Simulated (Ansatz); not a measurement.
## Magnetic states of cobalt, fcc

These are results of Ansatz, DFT, RPBE, plane waves (420 eV) with PAW, scalar-relativistic, not measurements. (PAW data from PBE, frozen cores regenerated.)

Each start was relaxed and then solved on a dense mesh, with Fermi-Dirac smearing of 0.05 eV (0.1 eV in a metal without spin) extrapolated to zero. Rows within 2 meV/atom of each other tie.

(1) Where does each start end, and how do the energies compare? Starts: ferromagnetic; non-magnetic.

## Answers

(1) 
| start | ends | ΔE (meV/atom) | V (Å³/atom) |
| --- | --- | --- | --- |
| ferromagnetic | ferromagnetic, net 1.70 μB per atom | 0.0 | 11.22 |
| non-magnetic | spin not included | 224.6 | 10.59 |
